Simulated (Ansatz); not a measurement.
**W: a trigonal deformation path**

One table from this session's results is given with a row withheld; the runs are named, their logs left out.

The COD cell was measured well above room temperature, so it is larger than a cold one.

Computed with Ansatz 0.2.0 (DFT PBE, scalar-relativistic, plane waves, PAW, unless a step's input says otherwise).

## The starting structure

It takes space group Im-3m (No. 229, cubic). The conventional cell has a = 3.195 Å, b = 3.195 Å, c = 3.195 Å, α = 90.00°, β = 90.00°, γ = 90.00°. W (site symmetry m-3m) has 8 W at 2.77 Å as nearest neighbours.

Structure file:

```cif
data_structure
_symmetry_space_group_name_H-M 'P 1'
_symmetry_Int_Tables_number 1
_cell_length_a 2.7666
_cell_length_b 2.7666
_cell_length_c 2.7666
_cell_angle_alpha 109.471
_cell_angle_beta 109.471
_cell_angle_gamma 109.471
_cell_volume 16.30
loop_
_atom_site_label
_atom_site_type_symbol
_atom_site_fract_x
_atom_site_fract_y
_atom_site_fract_z
_atom_site_occupancy
W1 W 0.00000 0.00000 0.00000 1
```

The cell is taken as given, not relaxed at this level.

The first run:

input.yaml

```yaml
crystal:
  lattice:
    - [-1.5973, 1.5973, 1.5973]
    - [1.5973, -1.5973, 1.5973]
    - [1.5973, 1.5973, -1.5973]
  atoms:
    - { symbol: W, position: [0.0, 0.0, 0.0] }
basis:
  ecutwfc: 420
kpoints:
  mp_grid: { grid: [24, 24, 24] }
hamiltonian:
  xc: pbe
scf:
  occupations: { method: fermi_dirac, width: 0.4 }
output:
  forces: true
  stress: true
  eigenvalues: true
```

Launch:

```console
$ ansatz run input.yaml --threads 1 --pin off --max-ram 2560MiB --backend cpu --events-out ev --progress --plain --runs-dir out
```

Among the steps run: Zero of the scan; At ρ = 0.500; Point ρ = 2.000; Point ρ = 0.710; ρ = 1.410; At ρ = 0.600; Point ρ = 0.850; At ρ = 1.200; ρ = 1.700; ρ = 0.930; Point ρ = 1.080.

One of the session's tables, all rows but one given; the rest of the session is left out.

It belongs to the step «The scan collected». The scan, with free energies counted from the undisturbed cell:

| ρ | ΔE (meV/atom) | pressure (GPa) |
| --- | --- | --- |
| 0.500 | 12066.5 | 260.1 |
| 0.600 | 4880.5 | 107.6 |
| 0.710 | 1758.9 | 38.4 |
| 0.850 | 315.0 | 5.8 |
| 0.930 | 53.7 | -0.4 |
| 1.000 | 0.0 | -1.7 |
| 1.080 | 47.7 | -0.4 |
| 1.200 | 246.6 | 4.8 |
| 1.410 | ? | ? |
| 1.700 | 1358.3 | 29.8 |
| 2.000 | 1565.5 | 34.4 |

**Question.** Estimate the row for ρ = 1.410.

Worked estimate for «ΔE (meV/atom)». A straight line through the neighbours (1.200, 246.6) and (1.700, 1358.3) gives 246.6 + (1358.3 − 246.6) × (1.410 − 1.200) / (1.700 − 1.200) = 713.5; a parabola fitted to 4 rows on both sides gives 825.8.

**Answer.** ΔE (meV/atom): 774.4; pressure (GPa): 16.9. In «ΔE (meV/atom)» the line misses by -60.9 and the parabola by +51.4.

Caveats from the session: The settings of these runs were drawn from a wide range and may not be converged.
